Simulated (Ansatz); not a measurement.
# SiC: the band gap up the ladder of functionals

An exercise on one series of results from a longer session: the logs are not shown, and one member is left open.

Code: Ansatz 0.2.0. PAW datasets, plane waves. (Simulation; spin polarisation is off.)

**The cell**

The cell was relaxed beforehand with r2SCAN.

The symmetry is P6_3mc (No. 186, hexagonal); a = 3.075 Å, c = 5.048 Å in the conventional setting, 10.34 Å³ an atom. Si has 4 C at 1.88–1.90 Å; C has 4 Si at 1.88–1.90 Å.

The structure in full:

```cif
data_structure
_symmetry_space_group_name_H-M 'P6_3mc'
_symmetry_Int_Tables_number 186
_cell_length_a 3.0754
_cell_length_b 3.0754
_cell_length_c 5.0481
_cell_angle_alpha 90.000
_cell_angle_beta 90.000
_cell_angle_gamma 120.000
_cell_volume 41.35
loop_
_atom_site_label
_atom_site_type_symbol
_atom_site_symmetry_multiplicity
_atom_site_Wyckoff_symbol
_atom_site_fract_x
_atom_site_fract_y
_atom_site_fract_z
_atom_site_occupancy
Si1 Si 2 b 0.33333 0.66667 0.99959 1
C1 C 2 b 0.33333 0.66667 0.37541 1
```

The first run:

Input file input.yaml:

```yaml
crystal:
  lattice:
    - [3.0753562471, 0.0, 0.0]
    - [-1.5376781236, 2.6633366356, 0.0]
    - [0.0, 0.0, 5.0481080958]
  atoms:
    - { symbol: Si, position: [0.3333333333, 0.6666666667, -0.0004084052] }
    - { symbol: Si, position: [0.6666666667, 0.3333333333, 0.4995915948] }
    - { symbol: C, position: [0.3333333333, 0.6666666667, 0.3754084052] }
    - { symbol: C, position: [0.6666666667, 0.3333333333, 0.8754084052] }
kpoints:
  mp_grid: { grid: [12, 12, 6] }
  band_path:
    path:
      - [[0.0, 0.0, 0.0], [0.5, 1.783249373437e-17, -1.848120268779e-19], [0.3333333333333, 0.3333333333333, -3.696240537517e-19], [0.0, 0.0, 0.0], [1.304221979618e-46, -1.388866641392e-36, 0.5], [0.5, 1.778104646136e-17, 0.5], [0.3333333333333, 0.3333333333333, 0.5], [1.304221979618e-46, -1.388866641392e-36, 0.5]]
      - [[0.5, 1.778104646136e-17, 0.5], [0.5, 1.783249373437e-17, -1.848120268779e-19]]
      - [[0.3333333333333, 0.3333333333333, 0.5], [0.3333333333333, 0.3333333333333, -3.696240537517e-19]]
    npoints: 10
hamiltonian:
  xc: pbe
scf:
  occupations: { method: fermi_dirac, width: 0.02 }
  n_extra_bands: 5
output:
  forces: true
  stress: true
  eigenvalues: true
  write_density: true
  write_potential: true
  elf: true
  volumetric_format: npy
```

Started as:

```
ansatz run input.yaml --threads 4 --pin off --max-ram 7372MiB --backend cpu --events-out ev --progress --plain --runs-dir out
```

Among the steps run: PBE band path; r2SCAN at the same geometry; HSE06 at the same geometry; PBE0; Single point with LDA; Quasiparticle levels, G0W0@PBE; DDH-PBE0; Single point with r2SCANh; LC-ωPBE at the same geometry.

One table of the session follows, with a row left open; its other results are not shown here.

```
                     level  gap (eV)
                       PBE      2.28
                    r2SCAN      2.65
                     HSE06      3.16
                      PBE0         ?
                       LDA      2.16
G0W0@PBE (123 empty bands)      2.99
G0W0@PBE (306 empty bands)      3.18
                  DDH-PBE0      3.18
                   r2SCANh      3.23
                   LC-ωPBE      7.94
```

Q: Estimate the row for PBE0 from the others.

The run gave: gap (eV): 3.88. In the column «gap (eV)» it lies between r2SCANh (3.23) and LC-ωPBE (7.94).

Meshes: PBE 12×12×6, r2SCAN 12×12×6, HSE06 6×6×4, PBE0 6×6×4, LDA 12×12×6, DDH-PBE0 6×6×4, r2SCANh 6×6×4, LC-ωPBE 6×6×4.

LDA gives the least gap, 2.16 eV, and LC-ωPBE the largest, 7.94 eV. Against G0W0@PBE, PBE is short by 0.90 eV, at 72 % of it, and r2SCAN 83 %. PBE0 lies 0.72 eV above HSE06, which differs from it by screening the long-range exchange. G0W0 here is at a finite number of bands, screening cutoff and k mesh, not at the basis limit.

Caveats from the session: Warnings in the runs' records: stress scf threshold loose, stress exchange threshold loose.
